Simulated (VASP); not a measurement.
A run of VASP 6.6.1 is set up as follows.

File run.py:

```python
from ase import Atoms
from ase.calculators.vasp import Vasp
from ase.dft.bandgap import bandgap

atoms = Atoms(
    ['Zn', 'Zn'],
    cell=[[2.67, 0.0, 0.0], [-1.335, 2.3122878281, 0.0], [0.0, 0.0, 4.966]],
    scaled_positions=[[0.6666666667, 0.3333333333, 0.75], [0.3333333333, 0.6666666667, 0.25]],
    pbc=True,
)
calc = Vasp(
    directory='calc',
    xc='pbesol',
    pp='PBE',
    setups={'base': 'minimal', 'Zn': '_GW'},
    prec='Accurate',
    encut=550,
    ediff=1e-07,
    ismear=0,
    sigma=0.1,
    lreal=False,
    lasph=True,
    nelm=80,
    algo='Fast',
    isif=2,
    lwave=False,
    lcharg=False,
    kpts=[11, 11, 6],
    gamma=True,
)
atoms.calc = calc

print('energy (eV):', atoms.get_potential_energy())
print('free energy (eV):', atoms.get_potential_energy(force_consistent=True))
print('forces (eV/A):')
print(atoms.get_forces())
print('stress (eV/A^3, Voigt):', atoms.get_stress())
print('Fermi level (eV):', calc.get_fermi_level())
gap, top, bottom = bandgap(calc)
print('band gap (eV):', gap, 'from (spin, k, band)', top, 'to', bottom)
```

Potentials or basis: VASP PAW PBE potentials, release 64 (Zn_GW).

Run with:

```sh
$ python run.py
```

Problem. Predict the band gap on the k mesh.

Solution. None (metal or under the smearing width).

Problem. Predict the pressure.

Solution. -5.8 GPa.

Stress tensor (GPa, compression positive):
```
-5.74  0.00  0.00
 0.00 -5.74  0.00
 0.00  0.00 -5.82
```

Caveat: the PAW data sets were made with another functional, which shifts forces and pressure a little.
